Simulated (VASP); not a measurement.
# InAs (strained zincblende), r²SCAN single-point calculation: Ansatz's output and VASP's

```yaml
crystal:
  lattice:
    - [0.00000, 2.99350, 3.11847]
    - [2.99350, 0.00000, 3.11847]
    - [2.99350, 2.99350, 0.00000]
  atoms:
    - { symbol: In, position: [0.00000, 0.00000, 0.00000] }
    - { symbol: As, position: [0.25000, 0.25000, 0.25000] }
```

Ansatz printed

```
SCF 1 converged in 6 iterations: F = -10477.164702 eV  dr2 = 1.18e-8
  greatest PAW one-centre occupation: 0.999 electrons in one spin orbital (limit 2), on the As atom at site 1 (counted from 0), in its partial waves of l = 2
NSCF: frozen V_eff on 7 k-points
SCF converged after 6 iterations
Free energy (F): -10477.164702 eV
Harris-Foulkes:  -10477.164702 eV  (|F-HF|=7.64e-9)
Internal energy: -10477.164651 eV  (E = F + TS)
E sigma→0 (E₀):  -10477.164677 eV
Entropy (-TS):   -0.000052 eV (-0.026 meV/atom)
Fermi energy:    7.601579 eV
--- Per-component energies (eV) ---
  E_band       = -333.900409
  E_kinetic    = 346.536205
  E_local      = -3291.936938  (includes V_loc(G=0)·N_el)
  E_nonlocal   = -302.006078
  E_hartree    = 1593.410179
  E_xc         = -274.961236
  E_vxc        = -190.793219  (∫ρ·V_xc dr)
  E_paw        = -6033.099893  (= ΣΔE_a)
  E_vpaw       = -94.277505  (= ΣTr[D̂ρ^β])
  E_aug_tail   = 0.000001  (compensation charges beyond the density's cutoff)
  E_vtau       = 11.759983  (kinetic-family band-sum trace: ∫τ·v_τ [+ j·A + Jᵃ·Aᵃ] dr)
  E_ewald      = -2514.615028
  E_core_change = -0.491862  (= ΣΔE_core)
  E_smearing   = -0.000052  (= −TS)
  E_closure    = -0.000000  (closes the sum)
  Σ components = -10477.164702   (vs F -10477.164702, Δ=0.00e0)
--- Forces (eV/Å), atoms counted from 1 ---
  atom   1  In     0.00000000    -0.00000000     0.00000000
  atom   2  As    -0.00000000     0.00000000     0.00000000
  max |Σ_I F_I| component: 1.04e-16 eV/Å
--- Stress (GPa, compression-positive) ---
        1.692047       0.000000       0.000000
        0.000000       1.692047       0.000000
        0.000000       0.000000       0.027178
  P = ⅓ Tr σ = 1.1371 GPa (11.371 kbar)
--- Band table (eV; the first three rows and the last of 59) ---
  k-point 0: bands = ["-28.1090", "-28.1090", "-28.1033", "-28.1008", "-28.0940", "-7.4150", "-7.3995", "-7.3995", "-7.2753", "-7.2695", "-4.7494", "7.3222", "7.5401", "7.5401", "7.6483", "11.7224", "11.7224", "11.8136"]
  k-point 1: bands = ["-28.1090", "-28.1089", "-28.1032", "-28.1008", "-28.0939", "-7.4270", "-7.4021", "-7.3936", "-7.2758", "-7.2689", "-4.5829", "5.6732", "7.1937", "7.3622", "8.8627", "11.8274", "12.0166", "12.1237"]
  k-point 2: bands = ["-28.1090", "-28.1089", "-28.1032", "-28.1007", "-28.0939", "-7.4720", "-7.3902", "-7.3808", "-7.2758", "-7.2660", "-4.1281", "3.7874", "6.7858", "7.0081", "9.0452", "12.3828", "12.5151", "13.0756"]
  k-point 58: bands = ["-28.1085", "-28.1085", "-28.1038", "-28.1009", "-28.0935", "-7.5897", "-7.3185", "-7.3185", "-7.3010", "-7.2561", "-2.7759", "1.4289", "5.2751", "5.2751", "9.4674", "10.0792", "16.9722", "17.3406"]
```

Each program uses its own PAW datasets. VASP's cell holds 18 valence electrons and Ansatz's 28. Ansatz's stress includes a Pulay correction; VASP's doesn't.

Task: What does VASP give for the same cell and level of theory?

Result: gap between bands v and c 0.11 eV; least direct gap 0.11 eV; pressure 1.1 GPa.

From OUTCAR

```
k-points           NKPTS =     59   k-points in BZ     NKDIM =     59   number of bands    NBANDS=     16

   NELECT =      18.0000    total number of electrons

   dimension x,y,z NGX =    32 NGY =   32 NGZ =   32
   dimension x,y,z NGXF=    64 NGYF=   64 NGZF=   64

  energy-cutoff  :      520.00
  volume of cell :       55.89
      direct lattice vectors                 reciprocal lattice vectors
     0.000000000  2.993498664  3.118473509    -0.167028636  0.167028636  0.160334856
     2.993498664  0.000000000  3.118473509     0.167028636 -0.167028636  0.160334856
     2.993498664  2.993498664  0.000000000     0.167028636  0.167028636 -0.160334856

 k-points in reciprocal lattice and weights: KPOINTS created by Atomic Simulation Env
   0.00000000  0.00000000  0.00000000       0.002
   0.12500000  0.00000000  0.00000000       0.016
   0.25000000  0.00000000  0.00000000       0.016
   0.37500000  0.00000000  0.00000000       0.016
   0.50000000  0.00000000  0.00000000       0.008
   0.12500000  0.12500000  0.00000000       0.004
   0.25000000  0.12500000  0.00000000       0.016
   0.37500000  0.12500000  0.00000000       0.016
   ...

 E-fermi :   4.2956

 k-point     1 :       0.0000    0.0000    0.0000
  band No.  band energies     occupation
      1     -10.6778      2.00000
      2     -10.6623      2.00000
      3     -10.6623      2.00000
      4     -10.5291      2.00000
      5     -10.5224      2.00000
      6      -8.0601      2.00000
      7       4.0163      2.00000
      8       4.2347      1.90940
      9       4.2347      1.90940
     10       4.3418      0.18131
     11       8.4083      0.00000
     12       8.4083      0.00000
     13       8.5005      0.00000
     14      12.1897      0.00000
     15      13.9099      0.00000
     16      14.6686      0.00000

 k-point     2 :       0.1250    0.0000    0.0000
  band No.  band energies     occupation
      1     -10.6903      2.00000
      2     -10.6648      2.00000
      3     -10.6564      2.00000
      4     -10.5296      2.00000
      5     -10.5218      2.00000
      6      -7.8931      2.00000
      7       2.3658      2.00000
      8       3.8876      2.00000
      9       4.0565      1.99999
     10       5.5568      0.00000
     11       8.5139      0.00000
     12       8.7025      0.00000
     13       8.8104      0.00000
     14      12.9543      0.00000
     15      13.2486      0.00000
     16      13.6904      0.00000

 k-point     3 :       0.2500    0.0000    0.0000
  band No.  band energies     occupation
      1     -10.7365      2.00000
      2     -10.6528      2.00000
      3     -10.6433      2.00000
      4     -10.5296      2.00000
      5     -10.5189      2.00000
      6      -7.4370      2.00000
      7       0.4784      2.00000
      8       3.4791      2.00000
      9       3.7016      2.00000
     10       5.7375      0.00000
     11       9.0694      0.00000
     12       9.2007      0.00000
     13       9.7641      0.00000
     14      12.8747      0.00000
     15      13.2983      0.00000
     16      13.3201      0.00000

 k-point     4 :       0.3750    0.0000    0.0000
  band No.  band energies     occupation
      1     -10.7799      2.00000
      2     -10.6419      2.00000
      3     -10.6325      2.00000
      4     -10.5273      2.00000
      5     -10.5133      2.00000
      6      -6.8577      2.00000
      7      -1.0297      2.00000
      8       3.1457      2.00000
      9       3.4139      2.00000
     10       5.5304      0.00000
     11       9.1437      0.00000
     12       9.3570      0.00000
     13      11.1286      0.00000
     14      12.9164      0.00000
     15      14.1375      0.00000
     16      14.3150      0.00000

 k-point     5 :       0.5000    0.0000    0.0000
  band No.  band energies     occupation
      1     -10.7969      2.00000
      2     -10.6382      2.00000
      3     -10.6288      2.00000
      4     -10.5255      2.00000
      5     -10.5101      2.00000
      6      -6.5512      2.00000
      7      -1.6560      2.00000
      8       3.0224      2.00000
      9       3.3081      2.00000
     10       5.4347      0.00000
     11       9.1005      0.00000
     12       9.3366      0.00000
     13      11.4531      0.00000
     14      13.7447      0.00000
     15      15.3668      0.00000
     16      15.6251      0.00000

 k-point     6 :       0.1250    0.1250    0.0000
  band No.  band energies     occupation
      1     -10.7101      2.00000
      2     -10.6508      2.00000
      3     -10.6507      2.00000
      4     -10.5261      2.00000
      5     -10.5254      2.00000
      6      -7.8485      2.00000
      7       2.2073      2.00000
      8       3.7233      2.00000
      9       3.7233      2.00000
     10       6.1032      0.00000
     11       7.8568      0.00000
     12       9.1887      0.00000
     13       9.1887      0.00000
     14      11.9364      0.00000
     15      13.3328      0.00000
     16      14.8284      0.00000

 ...

  Total        0.5903036      0.5903036      0.0075938      0.0000000      0.0000000      0.0000000
  in kB       16.9221603     16.9221603      0.2176892      0.0000000      0.0000000      0.0000000
  external PRESSURE =      11.3540033 kB  Pullay stress =       0.0000000 kB

 POSITION                                       TOTAL-FORCE (eV/Angst)
 -----------------------------------------------------------------------------------
      0.00000      0.00000      0.00000         0.000000     -0.000000      0.000000
      1.49675      1.49675      1.55924        -0.000000      0.000000      0.000000
 -----------------------------------------------------------------------------------
    total drift:                               -0.000006     -0.000006      0.000006

  FREE ENERGIE OF THE ION-ELECTRON SYSTEM (eV)
  ---------------------------------------------------
  free  energy   TOTEN  =       -38.0468970275 eV

  energy  without entropy=      -38.0468443967  energy(sigma->0) =      -38.04687071
```
